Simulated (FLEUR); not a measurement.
# BaTiO3 (Pm-3m) in FLEUR: notebook

The runs below take BaTiO3 through band structure, with PBEsol, LDA.

All numbers are computed with FLEUR MaX-R8.1 (later development tree); they aren't measurements. Logs are shortened: lines on timing, memory, paths and dates and some standing lists are left out, and cuts for length are marked.

## (1) Starting point

It takes space group Pm-3m (No. 221, cubic). Conventional cell: a = 4.006 Å, b = 4.006 Å, c = 4.006 Å, α = 90.00°, β = 90.00°, γ = 90.00°. Around Ba (site symmetry m-3m) lie 12 O at 2.83 Å. Ti (site symmetry m-3m) has 6 O at 2.00 Å as nearest neighbours. Around O (site symmetry 4/mmm) lie 2 Ti at 2.00 Å.

## (2) Band structure, PBEsol

inp.xml

```xml
<?xml version="1.0" encoding="UTF-8" standalone="no"?>
<fleurInput fleurInputVersion="0.39">
   <comment>
      BaTiO3                                                                                              
   </comment>
   <calculationSetup>
      <cutoffs Kmax="4.92" Gmax="15.3" GmaxXC="15.3" numbands="0"/>
      <scfLoop itmax="60" minDistance="0.00001" maxIterBroyd="15" imix="Anderson" alpha="0.05" precondParam="0.0" spinf="2.0" sdNocoIR="T"/>
      <coreElectrons ctail="T" frcor="F" kcrel="0" coretail_lmax="0"/>
      <xcFunctional name="PBEs" relativisticCorrections="F"/>
      <magnetism jspins="1"/>
      <soc l_soc="F" theta="0.0" phi="0.0" spav="F"/>
      <expertModes spex="0" secvar="F"/>
      <geometryOptimization l_f="F" forcealpha="1.0" forcemix="BFGS" epsdisp="0.00001" epsforce="0.00001"/>
      <ldaU l_linMix="F" mixParam="0.05" spinf="1.0"/>
   </calculationSetup>
   <cell>
      <bzIntegration valenceElectrons="50.0" mode="hist" fermiSmearingEnergy="0.00183747">
         <kPointListSelection listName="default-1"/>
         <!-- k-points included here -->
         <xi:include xmlns:xi="http://www.w3.org/2001/XInclude" href="kpts.xml"> </xi:include>
      </bzIntegration>
      <!-- symmetry operations included here -->
      <xi:include xmlns:xi="http://www.w3.org/2001/XInclude" href="sym.xml"> </xi:include>
      <bulkLattice scale="1.0">
         <bravaisMatrix>
[... 53 lines left out ...]
   <atomGroups>
      <atomGroup species="Barium (Ba)">
         <relPos label="                   1">1.000/2.000 1.000/2.000 1.000/2.000</relPos>
         <force calculate="T" relaxXYZ="TTT"/>
      </atomGroup>
      <atomGroup species="Titanium (Ti)">
         <relPos label="                   2">.0000000000 .0000000000 .0000000000</relPos>
         <force calculate="T" relaxXYZ="TTT"/>
      </atomGroup>
      <atomGroup species="Oxygen (O)">
         <relPos label="                   3">.0000000000 .0000000000 1.000/2.000</relPos>
         <relPos label="                   4">.0000000000 1.000/2.000 .0000000000</relPos>
         <relPos label="                   5">1.000/2.000 .0000000000 .0000000000</relPos>
         <force calculate="T" relaxXYZ="TTT"/>
      </atomGroup>
   </atomGroups>
   <output dos="F" band="F" slice="F">
      <checks vchk="F" cdinf="F"/>
      <bandDOS minEnergy="-.5*Htr" maxEnergy="0.5*Htr" sigma="0.015" storeEVData="T"/>
      <vacuumDOS vacdos="F" integ="F" star="F" nstars="0" locx1="0.0" locy1="0.0" locx2="0.0" locy2="0.0" nstm="0" tworkf="0.0"/>
      <unfoldingBand unfoldBand="F" supercellX="1" supercellY="1" supercellZ="1"/>
      <plotting iplot="0" polar="F">
         <plot TwoD="T" vec1="  1.0  0.0  0.0" vec2="  0.0  1.0  0.0" vec3="  0.0  0.0  1.0" zero="  0.0  0.0  0.0" file="plot"/>
      </plotting>
      <chargeDensitySlicing numkpt="0" minEigenval="0.0" maxEigenval="0.0" nnne="0" pallst="F"/>
      <specialOutput eonly="F"/>
      <moessbauerParams electricFieldGradient="T" isomerShift="T" coreHyperfine="T" valenceHyperfine="T"/>
      <magneticCircularDichroism mcd="F" energyLo="-10.0" energyUp="0.0"/>
   </output>
  <!-- We include the file relax.xml here to enable relaxations (see documentation) -->
  <xi:include xmlns:xi="http://www.w3.org/2001/XInclude" href="relax.xml"> <xi:fallback/> </xi:include>
</fleurInput>
```

crystal.txt

```
BaTiO3
&input cartesian=F /
4.0060000000  0.0000000000  0.0000000000
0.0000000000  4.0060000000  0.0000000000
0.0000000000  0.0000000000  4.0060000000
1.8897261246
1.0 1.0 1.0

5
56 0.5000000000  0.5000000000  0.5000000000
22 0.0000000000  0.0000000000  0.0000000000
8 0.0000000000  0.0000000000  0.5000000000
8 0.0000000000  0.5000000000  0.0000000000
8 0.5000000000  0.0000000000  0.0000000000

&kpt div1=7 div2=7 div3=7 gamma=T /
```

inp.xml (bands)

```
<?xml version="1.0" encoding="UTF-8" standalone="no"?>
<fleurInput fleurInputVersion="0.39">
   <comment>
      BaTiO3                                                                                              
   </comment>
   <calculationSetup>
      <cutoffs Kmax="4.92" Gmax="15.3" GmaxXC="15.3" numbands="0"/>
      <scfLoop itmax="60" minDistance="0.00001" maxIterBroyd="15" imix="Anderson" alpha="0.05" precondParam="0.0" spinf="2.0" sdNocoIR="T"/>
      <coreElectrons ctail="T" frcor="F" kcrel="0" coretail_lmax="0"/>
      <xcFunctional name="PBEs" relativisticCorrections="F"/>
      <magnetism jspins="1"/>
      <soc l_soc="F" theta="0.0" phi="0.0" spav="F"/>
      <expertModes spex="0" secvar="F"/>
      <geometryOptimization l_f="F" forcealpha="1.0" forcemix="BFGS" epsdisp="0.00001" epsforce="0.00001"/>
      <ldaU l_linMix="F" mixParam="0.05" spinf="1.0"/>
   </calculationSetup>
   <cell>
      <bzIntegration valenceElectrons="50.0" mode="hist" fermiSmearingEnergy="0.00183747">
         <kPointListSelection listName="path-1"/>
         <!-- k-points included here -->
         <xi:include xmlns:xi="http://www.w3.org/2001/XInclude" href="kpts.xml"> </xi:include>
      </bzIntegration>
      <!-- symmetry operations included here -->
      <xi:include xmlns:xi="http://www.w3.org/2001/XInclude" href="sym.xml"> </xi:include>
      <bulkLattice scale="1.0">
         <bravaisMatrix>
[... 52 lines left out ...]
   </atomSpecies>
   <atomGroups>
      <atomGroup species="Barium (Ba)">
         <relPos label="                   1">1.000/2.000 1.000/2.000 1.000/2.000</relPos>
         <force calculate="T" relaxXYZ="TTT"/>
      </atomGroup>
      <atomGroup species="Titanium (Ti)">
         <relPos label="                   2">.0000000000 .0000000000 .0000000000</relPos>
         <force calculate="T" relaxXYZ="TTT"/>
      </atomGroup>
      <atomGroup species="Oxygen (O)">
         <relPos label="                   3">.0000000000 .0000000000 1.000/2.000</relPos>
         <relPos label="                   4">.0000000000 1.000/2.000 .0000000000</relPos>
         <relPos label="                   5">1.000/2.000 .0000000000 .0000000000</relPos>
         <force calculate="T" relaxXYZ="TTT"/>
      </atomGroup>
   </atomGroups>
   <output dos="F" band="T" slice="F">
      <checks vchk="F" cdinf="F"/>
      <bandDOS minEnergy="-.5*Htr" maxEnergy="0.5*Htr" sigma="0.015" storeEVData="T"/>
      <vacuumDOS vacdos="F" integ="F" star="F" nstars="0" locx1="0.0" locy1="0.0" locx2="0.0" locy2="0.0" nstm="0" tworkf="0.0"/>
      <unfoldingBand unfoldBand="F" supercellX="1" supercellY="1" supercellZ="1"/>
      <plotting iplot="0" polar="F">
         <plot TwoD="T" vec1="  1.0  0.0  0.0" vec2="  0.0  1.0  0.0" vec3="  0.0  0.0  1.0" zero="  0.0  0.0  0.0" file="plot"/>
      </plotting>
      <chargeDensitySlicing numkpt="0" minEigenval="0.0" maxEigenval="0.0" nnne="0" pallst="F"/>
      <specialOutput eonly="F"/>
      <moessbauerParams electricFieldGradient="T" isomerShift="T" coreHyperfine="T" valenceHyperfine="T"/>
      <magneticCircularDichroism mcd="F" energyLo="-10.0" energyUp="0.0"/>
   </output>
  <!-- We include the file relax.xml here to enable relaxations (see documentation) -->
  <xi:include xmlns:xi="http://www.w3.org/2001/XInclude" href="relax.xml"> <xi:fallback/> </xi:include>
</fleurInput>
```

Potentials or basis: all-electron, FLAPW.

The run is started by

```
$ inpgen -f crystal.txt -profile fastHighL
$ # inp.xml edited to the form shown
$ mpirun -n 4 fleur_MPI -pe_per_kpt 1
$ mpirun -n 4 fleur_MPI -pe_per_kpt 1   # second run, on inp.xml (bands)
```

Standard output:

```text
Welcome to FLEUR        (www.flapw.de)
      MaX-Release 8.1          (www.max-centre.eu)

 ========== k-point set info ==========
 Selected k-point list: default-1
 k-point list type: mesh
 7 x 7 x 7
 Number of k points: 20

 ------------Calculation Setup---------------------------
 Number of MPI-tasks      :            4
 Number of PE/node        :            4
 Number of OMP-threads    :            1
 Using exactly            1  PE per kpt
 k-points in parallel     :            4
 pe's per k-point         :            1
 No of k-point loops      :            5
 Using exactly            1  PE per kpt
 Using exactly            1  PE per kpt
 Using exactly            1  PE per kpt
 Eigenvalue solver        :       lapack
 Number of basis functions:         1105
 Approximate size of matrices (H+S) per k-point:         0.018 GB
 --------------------------------------------------------
 Iteration:     1   Distance:      27.50991520 me/bohr^3
 Iteration:     2   Distance:      22.79844061 me/bohr^3
 Iteration:     3   Distance:       8.13690585 me/bohr^3
 Iteration:     4   Distance:       7.76539834 me/bohr^3
 Iteration:     5   Distance:       4.54313448 me/bohr^3
 Iteration:     6   Distance:       2.03110886 me/bohr^3
 Iteration:     7   Distance:       0.86962485 me/bohr^3
 Iteration:     8   Distance:       0.54939157 me/bohr^3
 Iteration:     9   Distance:       0.08830782 me/bohr^3
 Iteration:    10   Distance:       0.03977602 me/bohr^3
 Iteration:    11   Distance:       0.03526974 me/bohr^3
 Iteration:    12   Distance:       0.02155689 me/bohr^3
 Iteration:    13   Distance:       0.01062880 me/bohr^3
 Iteration:    14   Distance:       0.00064930 me/bohr^3
 Iteration:    15   Distance:       0.00045698 me/bohr^3
 Iteration:    16   Distance:       0.00041627 me/bohr^3
 Iteration:    17   Distance:       0.00015947 me/bohr^3
 Iteration:    18   Distance:       0.00010255 me/bohr^3
 Iteration:    19   Distance:       0.00001969 me/bohr^3
 Iteration:    20   Distance:       0.00001683 me/bohr^3
 Iteration:    21   Distance:       0.00000546 me/bohr^3

 ********************************************************************
 Run finished successfully
 Stop message:
   all done
 ********************************************************************
```

Run time: 2.2 min. Hardware: 4 MPI ranks of AMD EPYC, shared host.

What came out:

```
Free energy                                           : -250738.1074 eV
Band gap on the k mesh                                : 1.82 eV, indirect (least direct gap 1.86 eV)
Band gap along the path                               : 1.75 eV, indirect (least direct gap 1.86 eV)
Valence electrons inside the program's atomic spheres : Ba 17.49; Ti 9.36; O 4.89 (radii Ba 2.66, Ti 1.99, O 1.52 bohr)
```

Levels at the corners of the path, in eV from the valence-band top:
```
point  band 23  band 24  band 25  band 26  band 27  band 28
    Γ    -0.11    -0.11    -0.11     1.75     1.75     1.75
    X    -1.83    -0.68    -0.68     1.89     3.52     3.52
    M    -0.84    -0.84    -0.05     3.54     3.54     3.96
    Γ    -0.11    -0.11    -0.11     1.75     1.75     1.75
    R     0.00     0.00     0.00     4.21     4.21     4.21
    X    -1.83    -0.68    -0.68     1.89     3.52     3.52
    M    -0.84    -0.84    -0.05     3.54     3.54     3.96
    R     0.00     0.00     0.00     4.21     4.21     4.21
```

Core levels (eV from the Fermi level):
```tsv
atom	levels
1 Ba	1s1/2 -37203.2, 2s1/2 -5870.5, 2p1/2 -5529.9, 2p3/2 -5148.4, 3s1/2 -1231.5, 3p1/2 -1088.5, 3p3/2 -1014.8, 4s1/2 -233.7, 3d3/2 -763.7, 3d5/2 -748.0, 4p1/2 -181.8, 4p3/2 -166.4
2 Ti	1s1/2 -4855.9, 2s1/2 -530.6, 2p1/2 -442.1, 2p3/2 -436.3
3 O	1s1/2 -502.1
4 O	1s1/2 -502.1
5 O	1s1/2 -502.1
```

Caveat: spin-orbit coupling is left out, which moves the levels of the heavy elements. A hybrid or GW would open this gap; PBEsol tends to underestimate it.

## (3) Band structure, LDA

Changes to inp.xml since step 2:

```diff
@@ -9,3 +9,3 @@
       <coreElectrons ctail="T" frcor="F" kcrel="0" coretail_lmax="0"/>
-      <xcFunctional name="PBEs" relativisticCorrections="F"/>
+      <xcFunctional name="vwn" relativisticCorrections="F"/>
       <magnetism jspins="1"/>
```

crystal.txt is that of step 2.

Changes to inp.xml (bands) since step 2:

```diff
@@ -9,3 +9,3 @@
       <coreElectrons ctail="T" frcor="F" kcrel="0" coretail_lmax="0"/>
-      <xcFunctional name="PBEs" relativisticCorrections="F"/>
+      <xcFunctional name="vwn" relativisticCorrections="F"/>
       <magnetism jspins="1"/>
```

Potentials or basis: all-electron, FLAPW.

The run is started by

```
$ inpgen -f crystal.txt -profile fastHighL
$ # inp.xml edited to the form shown
$ mpirun -n 4 fleur_MPI -pe_per_kpt 1
$ mpirun -n 4 fleur_MPI -pe_per_kpt 1   # second run, on inp.xml (bands)
```

It took 2 min on 4 MPI ranks of Intel Xeon at 2.50GHz (Skylake/Cascade Lake), shared host.

The run converged. Its results:

```yaml
Free_energy: -250616.3723 eV
Band_gap_on_the_k_mesh: 1.78 eV, indirect (least direct gap 1.82 eV)
Band_gap_along_the_path: 1.71 eV, indirect (least direct gap 1.82 eV)
Valence_electrons_inside_the_program's_atomic_spheres: Ba 17.48; Ti 9.37; O 4.88 (radii Ba 2.66, Ti 1.99, O 1.52 bohr)
```

Levels at the corners of the path, in eV from the valence-band top:
```tsv
point	band 21	band 22	band 23	band 24	band 25	band 26	band 27	band 28	band 29	band 30
Γ	-1.13	-1.13	-0.11	-0.11	-0.11	1.71	1.71	1.71	3.98	3.98
X	-1.90	-1.84	-1.84	-0.68	-0.68	1.85	3.49	3.49	3.99	5.98
M	-2.69	-1.71	-0.84	-0.84	-0.05	3.51	3.51	3.92	4.83	7.73
Γ	-1.13	-1.13	-0.11	-0.11	-0.11	1.71	1.71	1.71	3.98	3.98
R	-2.35	-2.35	0.00	0.00	0.00	4.17	4.17	4.17	6.77	6.77
X	-1.90	-1.84	-1.84	-0.68	-0.68	1.85	3.49	3.49	3.99	5.98
M	-2.69	-1.71	-0.84	-0.84	-0.05	3.51	3.51	3.92	4.83	7.73
R	-2.35	-2.35	0.00	0.00	0.00	4.17	4.17	4.17	6.77	6.77
```

Core levels (eV from the Fermi level):
| atom | levels |
| --- | --- |
| 1 Ba | 1s1/2 -37181.2, 2s1/2 -5867.7, 2p1/2 -5529.2, 2p3/2 -5147.9, 3s1/2 -1230.5, 3p1/2 -1088.2, 3p3/2 -1014.5, 4s1/2 -233.3, 3d3/2 -763.9, 3d5/2 -748.1, 4p1/2 -181.6, 4p3/2 -166.1 |
| 2 Ti | 1s1/2 -4848.9, 2s1/2 -529.6, 2p1/2 -441.9, 2p3/2 -436.2 |
| 3 O | 1s1/2 -499.9 |
| 4 O | 1s1/2 -499.9 |
| 5 O | 1s1/2 -499.9 |

Caveat: spin-orbit coupling is left out, which moves the levels of the heavy elements.
